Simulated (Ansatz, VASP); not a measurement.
# Two plane-wave programs on HfO2

```
CELL_PARAMETERS angstrom
0.00000 2.52207 2.52207
2.42118 0.00000 2.52207
2.42118 2.52207 0.00000
ATOMIC_POSITIONS crystal
Hf 0.00000 0.00000 0.00000
O 0.25000 0.25000 0.25000
O 0.75000 0.75000 0.75000
```

Change from the starting cell: normal strain along x -0.0400, normal strain along y +0.0000.

Alike in both runs: task single point; functional PBEsol; k mesh 8 × 8 × 8; occupations gaussian, width 0.05 eV; no spin polarisation.

|  | VASP | Ansatz |
| --- | --- | --- |
| version | VASP 6.6.1 | Ansatz 0.2.0 |
| potentials or method | VASP PAW PBE potentials, release 64 (Hf_pv, O) | scalar-relativistic, plane waves, PAW |
| plane-wave cutoff (eV) | 520 | 520 |
| valence electrons in the cell | 22 | 38 |

|  | VASP | Ansatz | Ansatz less VASP |
| --- | --- | --- | --- |
| gap on the k mesh at the Fermi level (eV) | 3.32 | 3.31 | -0.009 |
| least direct gap on the mesh (eV) | 3.46 | 3.44 | -0.023 |
| pressure (GPa) | 7.7 | 11.9 | +4.16 |
| largest component of the traceless stress (GPa) | 13.66 | 13.40 | -0.260 |

One of these differences is far larger than is usual between the two programs; its cause wasn't traced. The two sets of potentials don't hold the same shells in valence. Ansatz warned: «pseudo_functional_mismatch».

Caveats: the PAW data sets were made with another functional, which shifts forces and pressure a little (VASP); spin-orbit coupling is left out, which moves the levels of the heavy elements. A k mesh can miss the band edges.
